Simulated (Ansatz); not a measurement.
An element in the fcc structure gives these cold pressures by all-electron LAPW under PBE (Ansatz 0.2.0, scalar-relativistic, spin-polarised).

```json
{"V (Å³/atom)": "11.90", "P (GPa)": "-0.03"}
{"V (Å³/atom)": "10.71", "P (GPa)": "30.7"}
{"V (Å³/atom)": "9.52", "P (GPa)": "82.4"}
{"V (Å³/atom)": "8.33", "P (GPa)": "170.5"}
{"V (Å³/atom)": "7.14", "P (GPa)": "323.3"}
{"V (Å³/atom)": "5.95", "P (GPa)": "606.1"}
{"V (Å³/atom)": "4.76", "P (GPa)": "1182"}
```

Q: Which element is it?

A: Cr. Its zero-pressure volume in this structure is near 11.9 Å³/atom; the volume and the steepness of P(V) together point to it, though neighbours can come close. Other candidates weren't computed, and some may come near.
